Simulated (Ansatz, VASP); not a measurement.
## CdS in VASP and in Ansatz

File INCAR:

```
  PREC = Accurate
  ENCUT = 520
  EDIFF = 1E-8
  ISMEAR = -1
  SIGMA = 0.02
  LREAL = False
  LASPH = True
  NELM = 80
  ALGO = Normal
  ISIF = 2
  LWAVE = False
  LCHARG = False
  GGA = PE
  LEFG = True
  NBANDS = 16
```

The input KPOINTS:

```
regular mesh
0
Gamma
  7 7 7
```

Contents of POSCAR:

```
CdS
1.0
    0.0000000000      2.9232015042      2.9232015042
    2.9232015042      0.0000000000      2.9232015042
    2.9232015042      2.9232015042      0.0000000000
Cd S
1 1
Direct
    0.0000000000      0.0000000000      0.0000000000
    0.7500000000      0.7500000000      0.7500000000
```

Input for Ansatz:

```yaml
crystal:
  lattice:
    - [0.0, 2.9232015042, 2.9232015042]
    - [2.9232015042, 0.0, 2.9232015042]
    - [2.9232015042, 2.9232015042, 0.0]
  atoms:
    - { symbol: Cd, position: [0.0, 0.0, 0.0] }
    - { symbol: S, position: [0.75, 0.75, 0.75] }
kpoints:
  mp_grid: { grid: [7, 7, 7] }
scf:
  occupations: { method: fermi_dirac, width: 0.02 }
hamiltonian:
  xc: pbe
  pseudopotentials: { kind: paw }
output:
  forces: true
  stress: true
  eigenvalues: true
  efg: { contact_densities: true }
  write_density: true
  write_potential: true
  elf: true
  volumetric_format: npy
```

Change from the starting cell: volume scaled by 0.98, PAW files.

Alike in both runs: task electric field gradients; functional PBE; k mesh 7 × 7 × 7; occupations fermi-dirac, width 0.02 eV; no spin polarisation.

|  | VASP | Ansatz |
| --- | --- | --- |
| version | VASP 6.6.1 | Ansatz 0.2.0 |
| potentials or method | VASP PAW PBE potentials, release 64 (Cd, S) | PAW with Ansatz's default frozen-core files, scalar-relativistic |
| plane-wave cutoff (eV) | 520 | 420 |
| valence electrons in the cell | 18 | 26 |

VASP gave:

```
gap on the k mesh at the Fermi level (eV)                      : 1.13
pressure (GPa)                                                 : 2.8
Vzz of the field gradient on the site that differs most (V/Å²) : 0.0
```

Task: What did Ansatz give for the same quantities?

Result: gap on the k mesh at the Fermi level (eV): 1.13; pressure (GPa): 2.4; Vzz of the field gradient on the site that differs most (V/Å²): 0.0.

The two sets of potentials don't hold the same shells in valence. Ansatz warned: «gradients_without_spin_orbit».
